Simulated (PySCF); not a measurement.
Isomers of C6H15N, one conformer each; single-point electronic energies without zero-point terms and without any empirical dispersion term.

All values: PBE0/pcSseg-1 (PySCF, non-relativistic), each on one gas-phase PBE0-D3(BJ)/def2-SVP geometry that isn't relaxed in the solvent. The solvent is an IEF-PCM continuum (Bondi radii, 1.10 Å for H, scaled by 1.2). Only the electrostatic response of the medium enters.

```json
{"isomer": "`C(CNCCC)C` (di-propylamine)", "relative energy, gas (kcal/mol)": "0.0", "dipole (D)": "0.81"}
{"isomer": "`C(N(CC)CC)C` (triethylamine)", "relative energy, gas (kcal/mol)": "6.0", "dipole (D)": "0.53"}
```

Question: How do the relative energies look in chloroform (ε = 4.711)?

Answer: 
```
                       isomer  relative energy, solvent (kcal/mol)  E(solvent) − E(gas) (kcal/mol)  dipole in solvent (D)
 `C(CNCCC)C` (di-propylamine)                                  0.0                            -2.1                   1.06
`C(N(CC)CC)C` (triethylamine)                                  6.6                            -1.5                   0.72
```

The order is unchanged. Conformers: `[CH3:1][CH2:2][CH2:3][NH:4][CH2:5][CH2:6][CH3:7]` with C1–C2–C3–N4 178°, C2–C3–N4–C5 180°, C3–N4–C5–C6 180°, N4–C5–C6–C7 -178°; `[CH3:1][CH2:2][N:3]([CH2:4][CH3:5])[CH2:6][CH3:7]` with C1–C2–N3–C4 69°, C2–N3–C4–C5 150°, C2–N3–C6–C7 -60°. `C(CNCCC)C` (di-propylamine) gains most from the continuum, and it has the largest gas-phase dipole. The gains span 0.6 kcal/mol, the gas-phase energies 6.0 kcal/mol.
